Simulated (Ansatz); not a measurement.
All numbers below come from DFT PBE, scalar-relativistic, plane waves, PAW (Ansatz). Settings: cutoff 420 eV, Γ-centred meshes spaced at most about 0.3 Å⁻¹ (2π included), Gaussian smearing. No spin polarisation in the final relaxations.

All energies are static (0 K, no zero-point motion). Lower structures may exist.

Task: Order these relaxed structures of Ga₂O₃ by energy, lowest first, with the energy over the lowest of them.
A.

```xyz
5
Lattice="3.0396 1.7549 4.1126 -3.0396 1.7549 4.1126 0.0000 -3.5098 4.1126" Properties=species:S:1:pos:R:3 pbc="T T T"
Ga    0.0000    0.0000    4.0832
Ga    0.0000    0.0000    8.2546
O     0.0000    1.7549    4.1126
O    -1.5198   -0.8775    4.1126
O     1.5198   -0.8775    4.1126
```

B.

```xyz
5
Lattice="3.1314 0.0000 0.0000 -1.5657 2.7118 0.0000 0.0000 0.0000 9.0230" Properties=species:S:1:pos:R:3 pbc="T T T"
Ga    0.0000    0.0000    7.2649
Ga    0.0000    0.0000    1.7582
O     0.0000    1.8079    6.6094
O     0.0000    1.8079    2.4136
O     0.0000    0.0000    0.0000
```

C.

```xyz
10
Lattice="2.5287 1.4599 4.5417 -2.5287 1.4599 4.5417 0.0000 -2.9198 4.5417" Properties=species:S:1:pos:R:3 pbc="T T T"
Ga    0.0000    0.0000   11.6599
Ga    0.0000    0.0000    8.7777
Ga    0.0000    0.0000    1.9652
Ga    0.0000    0.0000    4.8473
O    -0.9955   -1.4599    5.6771
O     1.7621   -0.1321    5.6771
O    -0.7666    1.5921    5.6771
O     0.9955    1.4599    7.9480
O    -1.7621    0.1321    7.9480
O     0.7666   -1.5921    7.9480
```

Result: C (0 meV/atom), B (178 meV/atom), A (520 meV/atom). Forms: C corundum type, R-3c; B P-6m2; A R-3m. Counting O atoms around Ga (those within 1.25 times the shortest such distance or 1.15 times the sum of covalent radii; a plus sign parts nearer from farther groups): C has Ga 6; B has Ga 1+3; A has Ga 3.

Weakly bound directions are ill-defined at this level, which has no dispersion term (P-6m2, R-3m), and this can change margins and order among such cells. A magnetic state wasn't ruled out in cells without spin, among them P-6m2, R-3m. The R-3c cell at 10.1 Å³/atom was relaxed from a cell as deposited in COD. With atoms moved at random, R-3c came back. Other cells relaxed within their symmetry can be saddle points. Some structure types and database cells were kept out of the candidates from the start, so a known form may be missing.
